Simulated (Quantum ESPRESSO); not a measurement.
The system is AlRu.

```
CELL_PARAMETERS angstrom
2.99160 0.00000 0.00000
0.00000 2.99160 0.00000
0.00000 0.00000 2.99160
ATOMIC_POSITIONS crystal
Ru 0.50000 0.50000 0.50000
Al 0.00000 0.00000 0.00000
```

| Property | Result |
| --- | --- |
| Program | Quantum ESPRESSO 7.5 |
| Task | phonons |
| Functional | PBEsol |
| Potentials or basis | GBRV 1.5 PBEsol |
| Cutoff | 612 eV |
| Density cutoff | 4898 eV |
| k mesh | 9 × 9 × 9 |
| Occupations | cold, width 0.2 eV |
| Spin | no spin polarisation |
| Mixing beta | 0.5 |
| Most SCF iterations | 120 |
| SCF threshold | 4e-10 Ry |

The cell and the atoms were relaxed first, to 13.17 Å³/atom (a = 2.975 Å, b = 2.975 Å, c = 2.975 Å, α = 90.00°, β = 90.00°, γ = 90.00°), and the response was taken there.

Task: What is the highest optical frequency at the zone centre?

Result: 323 cm⁻¹, a mode of symmetry T1u (IR).

Optical modes at Γ, degenerate ones joined:
| cm⁻¹ | components | symmetry | active in |
| --- | --- | --- | --- |
| 323 | 3 | T1u | IR |

Caveat: the mesh is thin for the phonons of a metal.
